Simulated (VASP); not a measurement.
**Te2Pt: single point with PBE+D3(BJ)**

Te2Pt, a slab with vacuum:

```
CELL_PARAMETERS angstrom
4.04779 0.00000 0.00000
-2.02389 3.50549 0.00000
0.00000 0.00000 22.82136
ATOMIC_POSITIONS crystal
Te 0.66667 0.33333 0.32864
Te 0.33333 0.66667 0.44786
Te 0.66667 0.33333 0.55214
Te 0.33333 0.66667 0.67136
Pt 0.00000 0.00000 0.38825
Pt 0.00000 0.00000 0.61175
```

```json
{
 "Program": "VASP 6.6.1",
 "Task": "single point",
 "Functional": "PBE",
 "Dispersion": "D3(BJ)",
 "Potentials or basis": "VASP PAW PBE potentials, release 64 (Te, Pt)",
 "Cutoff": "520 eV",
 "k mesh": "12 × 12 × 1",
 "Occupations": "methfessel-paxton, width 0.1 eV",
 "Spin": "no spin polarisation",
 "Dipole correction": "yes",
 "Further INCAR settings": "ALGO = Normal; EDIFF = 1e-06; NBANDS = 31"
}
```

```
Largest force                   : 0.281 eV/Å
Band gap on the k mesh          : none (metal or under the smearing width)
Dispersion energy per atom      : -0.445 eV
Work function of the upper face : 4.25 eV
Work function of the lower face : 4.25 eV
```

Forces in eV/Å, atoms in the order of the input:
```
Te   0.000  0.000 -0.169
Te   0.000  0.000 -0.147
Te   0.000  0.000  0.147
Te   0.000  0.000  0.169
Pt   0.000  0.000  0.281
Pt   0.000  0.000 -0.281
```

Levels at points of the mesh, in eV from the Fermi level:
| k point | band 20 | band 21 | band 22 | band 23 | band 24 | band 25 |
| --- | --- | --- | --- | --- | --- | --- |
| (0.00, 0.00, 0.00) | -0.63 | -0.63 | 0.28 | 1.23 | 1.23 | 1.90 |
| (0.50, 0.00, 0.00) | -2.65 | -2.58 | -1.42 | 0.54 | 0.78 | 1.39 |

Core levels (eV, on the scale of the bands):
| atom | levels |
| --- | --- |
| 1 Te | 1s -31615.2, 2s -4842.8, 2p -4346.2, 3s -958.9, 3p -797.6, 3d -553.9, 4s -158.4, 4p -108.4, 4d -35.7 |
| 2 Te | 1s -31615.5, 2s -4843.0, 2p -4346.4, 3s -959.2, 3p -797.9, 3d -554.1, 4s -158.7, 4p -108.7, 4d -36.0 |
| 3 Te | 1s -31615.5, 2s -4843.0, 2p -4346.4, 3s -959.2, 3p -797.9, 3d -554.1, 4s -158.7, 4p -108.7, 4d -36.0 |
| 4 Te | 1s -31615.2, 2s -4842.8, 2p -4346.2, 3s -958.9, 3p -797.6, 3d -553.9, 4s -158.4, 4p -108.4, 4d -35.7 |
| 5 Pt | 1s -78397.6, 2s -13767.2, 2p -11927.5, 3s -3231.1, 3p -2695.6, 3d -2116.0, 4s -691.4, 4p -515.8, 4d -302.9, 4f -66.3, 5s -97.8, 5p -51.9 |
| 6 Pt | 1s -78397.6, 2s -13767.2, 2p -11927.5, 3s -3231.1, 3p -2695.6, 3d -2116.0, 4s -691.4, 4p -515.8, 4d -302.9, 4f -66.3, 5s -97.8, 5p -51.9 |

Run time: 90 s on 2 MPI ranks on Intel(R) Xeon(R) 6975P-C (Granite Rapids), on a shared host, peak memory 0.49 GiB a rank.

The run has no spin-orbit coupling, so splittings on Pt, Te are missing.
